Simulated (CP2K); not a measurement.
# BAs under changes of volume

One of the cells (13.626 Å³/atom); the others are scaled copies at fixed shape and fractional positions:

```
As B
1.0
     3.37785    0.00000    0.00000
     1.68892    2.92530    0.00000
     1.68892    0.97510    2.75800
As B
1 1
Direct
  0.75000 0.75000 0.75000
  0.00000 0.00000 0.00000
```

```yaml
Program: CP2K 2026.2
Functional: r2SCAN
Potentials_or_basis: POTENTIAL_UZH As GTH-SCAN-q5, B GTH-SCAN-q3; TZVP-MOLOPT-SCAN-GTH basis
Density_cutoff: 9184 eV
k_mesh: 10 × 10 × 10
Occupations: fermi-dirac, width 0.05 eV
Spin: no spin polarisation
```

| volume (Å³/atom) | energy over the lowest point (meV/atom) | pressure (GPa) | gap on the mesh (eV) |
| --- | --- | --- | --- |
| 12.809 | 17.40 | 8.4 | 1.36 |
| 13.081 | ? | ? | ? |
| 13.354 | 0.54 | 1.8 | 1.40 |
| 13.626 | 0.00 | -1.1 | 1.42 |
| 13.899 | 4.09 | -3.6 | 1.44 |
| 14.171 | 12.28 | -6.0 | 1.45 |
| 14.444 | 24.24 | -8.1 | 1.47 |

Q: What does the run at 13.081 Å³/atom give?

A: Energy over the lowest point 6.14 meV/atom; pressure 4.9 GPa; gap on the mesh 1.38 eV.

Worked out: A Birch-Murnaghan fit of order 3 (a polynomial in V^(-2/3)) to the other rows has its minimum at 13.52 Å³/atom with B0 = V·E''(V) = 139 GPa and B' = 4.1. It gives 6.16 meV/atom at 13.081 Å³/atom, against the run's 6.14, and -dE/dV = 4.9 GPa, against 4.9. A straight line through the other rows of the gap, of slope 0.907 eV per unit of ln V, gives 1.38 eV, against the run's 1.38.

Energies are extrapolated to zero smearing.

Caveats: the basis of atomic orbitals isn't converged, which shifts pressures, moduli and gaps.

A mesh can miss the band edges. Spin-orbit coupling on As is left out.
